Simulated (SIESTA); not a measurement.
The system is Ag.

```
CELL_PARAMETERS angstrom
0.00000 2.04275 2.04275
2.04275 0.00000 2.04275
2.04275 2.04275 0.00000
ATOMIC_POSITIONS crystal
Ag 0.00000 0.00000 0.00000
```

Base run:

| Quantity | Value |
| --- | --- |
| Program | SIESTA 5.4.2 |
| Functional | APBE |
| Potentials or basis | PseudoDojo 0.4 standard (PBE files) |
| Basis | DZP (energy shift 0.002 Ry) |
| Grid cutoff | 800 Ry |
| Energy shift | 0.002 Ry |
| k mesh | 11 × 11 × 11 |
| Occupations | fermi-dirac, width 0.05 eV |
| Spin | no spin polarisation |

Its results: band gap on the k mesh none (metal or under the smearing width); pressure 8.0 GPa.

**Question.** The run is repeated on the same cell with these changes: functional from APBE to PBEGcGxLO. What comes out?

**Answer.** Band gap on the k mesh none (metal or under the smearing width); pressure -3.2 GPa.

Caveats: semicore shells carry a single zeta, which can move pressures by several GPa and volumes by a few percent; the potentials were made for another functional, which shifts forces and pressure; the basis of atomic orbitals isn't converged, which shifts pressures, moduli and gaps.
